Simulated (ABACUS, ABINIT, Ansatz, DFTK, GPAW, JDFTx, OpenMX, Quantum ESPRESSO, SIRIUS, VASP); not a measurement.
# CoO: programs and potentials compared

```
Co O
1.0
     1.50547    0.86918    2.43993
    -1.50547    0.86918    2.43993
     0.00000   -1.73837    2.43993
Co O
1 1
Cartesian
  0.0000 0.0000 0.0000
  0.0000 0.0000 3.6599
```

The cell is a database's computed one, not the measured one.

Alike in all runs: task single point; functional PBE; k mesh 11 × 11 × 11; occupations fermi-dirac, width 0.05 eV; collinear spin, ferromagnetic start; no spin-orbit coupling. Pressure is positive in compression and, in plane waves, holds the error of the finite cutoff.

| program and potentials | plane-wave cutoff (eV) | notes | pressure (GPa) | net moment per atom (μB) |
| --- | --- | --- | --- | --- |
| SIRIUS, all-electron FP-LAPW, apw+lo standard | - | - | - | 1.43 |
| ABACUS, PseudoDojo NC SR 0.4.1 PBE standard, plane waves | 1320 | 11.5 valence electrons an atom on average | 0.03 | 1.49 |
| GPAW, GPAW PAW data sets (gpaw-data 1.2.1) | 800 | 7.5 valence electrons an atom on average | 0.53 | 1.45 |
| ABINIT, JTH PAW PBE v2.0 | 707 | 11.5 valence electrons an atom on average | ? | ? |
| OpenMX, OpenMX 2013 PBE set, Co6.0H-s3p2d2, O6.0-s2p2d1, grid cutoff 500 Ry | - | atomic basis; 11.5 valence electrons an atom on average | 2.01 | 1.47 |
| DFTK, PseudoDojo SR PBE 0.4.1 standard (PBE) | 1306 | 11.5 valence electrons an atom on average | -0.01 | 1.49 |
| Quantum ESPRESSO, SSSP 1.3 efficiency PBE | 748 | 11.5 valence electrons an atom on average | 0.10 | 1.49 |
| JDFTx, PseudoDojo-SR-PBE-0.5-standard with smoothed tails | 1306 | 11.5 valence electrons an atom on average | -0.02 | 1.49 |
| VASP, PBE PAW files Co, O, 520 eV | 520 | 7.5 valence electrons an atom on average | -0.65 | 1.44 |
| Ansatz, all-electron LAPW, scalar-relativistic | - | - | -0.11 | 1.45 |

**Question.** Estimate from the other rows what the run with ABINIT, JTH PAW PBE v2.0 gave.

**Answer.** Pressure -0.48 GPa; net moment per atom 1.45 μB. The other rows, which needn't bracket it: pressure -0.65 to 2.01; net moment per atom 1.43 to 1.49.
